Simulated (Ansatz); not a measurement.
# SrO: energy along a strain

SrO, Fm-3m, a = 5.140 Å (as given, not relaxed at this level: 1.1 GPa). Ansatz: r2SCAN, PAW, 500 eV, Γ-centred 8×8×8 mesh on 2 atoms, Gaussian smearing 0.05 eV; no spin polarisation. Cell vectors (Å): 0.000 2.570 2.570; 2.570 0.000 2.570; 2.570 2.570 0.000. The cell is strained by x per cent times the pattern (0 0 0 0 0 1) in the order xx yy zz yz xz xy (engineering shears), with fractional coordinates held. y is the free energy over the start, V0 = 16.971 Å³/atom. Symmetry makes y even in x.

| x (%) | y (meV/atom) |
| --- | --- |
| -4.00 | ? |
| -2.00 | 1.18 |
| 0.00 | 0.00 |
| 0.50 | 0.07 |
| 1.00 | 0.29 |
| 1.50 | 0.66 |
| 2.50 | 1.85 |
| 3.00 | 2.66 |
| 3.50 | 3.62 |

Q: Fit y = c2 x² + c4 x⁴ to the other rows, get the stiffness along the pattern, and predict the missing energy.

A: Least squares on the rows shown. y = 0.2950 x² + 5.001×10⁻⁵ x⁴. The clamped-ion stiffness p·C·p = 2 × 2.950 eV × 160.2 / 16.971 Å³ = 56 GPa, which is C66 in these axes (C44 of the cubic crystal) (second derivative at the start, which stands under stress). At x = -4.00 the fit asked for gives 4.73 meV/atom. The run gave 4.73 meV/atom, the same to the digits shown.